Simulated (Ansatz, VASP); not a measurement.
## Two plane-wave programs on SnTe

```xyz
2
Lattice="0.0000 3.6351 3.6351 3.6351 0.0000 3.6351 3.6351 3.6351 0.0000" Properties=species:S:1:pos:R:3 pbc="T T T"
Te    1.8175    1.8175    1.8175
Sn    0.0000    0.0000    0.0000
```

Change from the starting cell: volume scaled by 1.02.

Alike in both runs: task single point; functional PBE; k mesh 7 × 7 × 7; occupations fermi-dirac, width 0.05 eV; no spin polarisation.

|  | VASP | Ansatz |
| --- | --- | --- |
| version | VASP 6.6.1 | Ansatz 0.2.0 |
| potentials or method | VASP PAW PBE potentials, release 64 (Te, Sn_d) | Ansatz PAW |
| plane-wave cutoff (eV) | 520 | 420 |
| valence electrons in the cell | 20 | 30 |

|  | VASP | Ansatz | Ansatz less VASP |
| --- | --- | --- | --- |
| gap on the k mesh at the Fermi level (eV) | 0.38 | 0.38 | +0.002 |
| least direct gap on the mesh (eV) | 0.85 | 0.85 | +0.001 |
| pressure (GPa) | -0.5 | -0.5 | +0.01 |

The two sets of potentials don't hold the same shells in valence.

Caveats: spin-orbit coupling is left out, which moves the levels of the heavy elements; an odd mesh through Γ misses points on the zone boundary, where band edges often lie (VASP); odd divisions of the mesh miss points on the zone boundary, where band edges often lie, so the gap on the mesh can be too wide (Ansatz).
